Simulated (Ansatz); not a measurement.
# Al2ZnO4: reading a single point

```
Zn Al O
1.0
     0.00000    4.10408    4.10408
     4.10408    0.00000    4.10408
     4.10408    4.10408    0.00000
Zn Al O
2 4 8
Direct
  0.12500 0.12500 0.12500
  0.87500 0.87500 0.87500
  0.50000 0.50000 0.50000
  0.00000 0.50000 0.50000
  0.50000 0.50000 0.00000
  0.50000 0.00000 0.50000
  0.26370 0.26370 0.26370
  0.29110 0.73630 0.73630
  0.26370 0.26370 0.70890
  0.73630 0.29110 0.73630
  0.70890 0.26370 0.26370
  0.73630 0.73630 0.73630
  0.26370 0.70890 0.26370
  0.73630 0.73630 0.29110
```

Method: r2SCAN, no spin polarisation; PAW, plane waves to 500 eV, 6×6×6 Γ-centred mesh, fermi-dirac occupations (width 0.1 eV) (Ansatz 0.2.0), atoms fixed.

**Question.** What is the character of the valence top and the conduction bottom?

**Answer.** Within 0.7 eV of the edges, the states project mainly on O p (83 %) and Zn d (14 %) below the gap and on Zn s (39 %), O s (29 %) and Al s (17 %) above it.

**Question.** Which atom feels the largest force, and which way?

**Answer.** The largest is on O8 (and as large on other atoms): 0.41 eV/Å, components (-0.24, 0.24, 0.24). It makes 59° with the line to a nearest neighbour, Al3 at 1.95 Å.

**Question.** What is the band gap?

**Answer.** The gap is 4.43 eV, direct at the points sampled.

**Question.** Describe some of the short contacts.

**Answer.** Zn–O at 1.97 Å: least valence density 0.58 e/Å³ and ELF 0.18 there. Al–O at 1.95 Å is left out, since its least density falls inside a PAW sphere. Both are smooth PAW fields, read partly inside the augmentation spheres.

**Question.** Is it stable against the elements?

**Answer.** -2.88 eV an atom against the elements' usual phases (free molecules for gases, crystals otherwise, with no correction for O₂ or N₂), so it is bound against them; other compounds may still compete. Relaxing would lower it.

Origin: a database entry at a rescaled volume.
